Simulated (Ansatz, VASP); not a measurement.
**One calculation of CoO, two programs**

```
Co O
1.0
     0.00000    2.13150    2.13150
     2.13150    0.00000    2.13150
     2.13150    2.13150    0.00000
Co O
1 1
Direct
  0.00000 0.00000 0.00000
  0.50000 0.50000 0.50000
```

Alike in both runs: task single point; functional PBE; k mesh 11 × 11 × 11; occupations gaussian, width 0.017 eV; collinear spin.

|  | VASP | Ansatz |
| --- | --- | --- |
| version | VASP 6.6.1 | Ansatz 0.2.0 |
| potentials or method | VASP PAW PBE potentials, release 64 (Co, O), cutoff 520 eV | all-electron LAPW, scalar-relativistic |

Ansatz gave:

- gap on the k mesh at the Fermi level (eV): none
- pressure (GPa): -1.7
- net moment per atom (μB): 1.49
- size of the moment on the site where the two differ most (μB): 2.63

Problem. What did VASP give for the same quantities?

Solution. gap on the k mesh at the Fermi level (eV): none; pressure (GPa): -2.4; net moment per atom (μB): 1.46; size of the moment on the site where the two differ most (μB): 2.57.

Site moments also hang on the region over which each program counts them. A gap of «none» marks a metal or a gap that the smearing closes. Ansatz ran all-electron here, so the differences hold the error of VASP's frozen core and of both bases.

Caveats: a cell with one magnetic atom can't hold antiferromagnetic order, which such compounds often take; semilocal functionals often make such compounds metallic where correlation or magnetic order opens a gap, which also shifts bond lengths.
